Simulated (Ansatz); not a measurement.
Pressure series of C (Fd-3m)

```
C
1.0
     1.77690    1.77690    0.00000
    -1.77690    1.77690    0.00000
     0.00000    1.77690    1.77690
C
2
Cartesian
  0.0000 1.7769 0.0000
  0.8885 2.6654 0.8885
```

This is the zero-pressure cell under PBEsol. Cell and atoms are relaxed by PAW (default files of Ansatz 0.2.0, cutoff 420 eV, stress met within about 0.05 GPa) at each pressure, in this structure whether or not another phase would take over; P is the pressure reached, less that of this cell. Levels come from PBEsol, all-electron LAPW in Ansatz 0.2.0, scalar-relativistic; k mesh 12×12×12, fixed occupations, basis error target 0.5 meV/atom. Conduction levels are in eV over the valence top (at Γ), at fixed fractional wave vectors («min» is a refined band extremum of the unstrained crystal off the named points). Zone-centre phonons come from finite displacements by PAW.

```tsv
P (GPa)	V/V₀	min	X	Γ	L	T2g (cm⁻¹)
-2.00	1.0045	4.023	4.620	5.563	8.414	1300.3
0.00	1.0000	4.033	4.629	5.575	8.433	1306.2
2.00	0.9956	4.043	4.638	5.588	8.452	1312.0
4.00	0.9913	4.053	4.647	5.600	8.470	1317.7
7.00	?	?	?	?	?	?
10.00	0.9789	4.081	4.674	5.635	8.522	1334.5
15.00	0.9690	4.105	4.695	5.663	8.564	1348.1
```

**Question.** Fit the third-order Birch-Murnaghan equation to the rows shown.

**Answer.** With f = [(V₀/V)^(2/3) − 1]/2, the normalised pressure F = P/[3f(1 + 2f)^(5/2)] is 449.9 GPa at f = -0.0015, 448.1 GPa at f = 0.0015, 448.1 GPa at f = 0.0029, 448.4 GPa at f = 0.0072, 447.6 GPa at f = 0.0106. The line F = B₀[1 + (3/2)(B′ − 4)f] gives B₀ = 449.0 GPa and B′ = 3.8.

**Question.** What are the volume deformation potentials and pressure coefficients of these levels at zero pressure?

**Answer.** 

```csv
level,dE/dlnV (eV),dE/dP = −(dE/dlnV)/B₀ (meV/GPa),mean slope up to 2.0 GPa (meV/GPa)
min,-2.26,5.0,5.0
X,-2.09,4.7,4.6
Γ,-2.76,6.2,6.1
L,-4.18,9.3,9.2
```

dE/dlnV is the slope of a cubic fit in ln V at V₀. The last column is read from two rows and shows how the slope bends with pressure.

**Question.** What mode Grüneisen parameters follow?

**Answer.** γ = −d ln ω/d ln V at V₀ from a quadratic fit in ln V: T2g 1.00.

**Question.** What belongs in the row at 7.00 GPa?

**Answer.** The fits give V/V₀ = 0.9850 and min = 4.067 eV. Computed: V/V₀ = 0.9850, min = 4.067, X = 4.661, Γ = 5.617, L = 8.496, T2g (cm⁻¹) = 1326.2.

Caveats: no other phase was computed; many crystals of this kind change structure within this range, and rows or crossings beyond such a change describe a metastable lattice; the frozen-core PAW files of the relaxations were fitted under PBE, their cores solved anew for this functional; semilocal gaps are low, and the spacing of valleys can be off by tenths of an eV; levels are read at fixed fractional k, so an edge that moves off these points is missed.
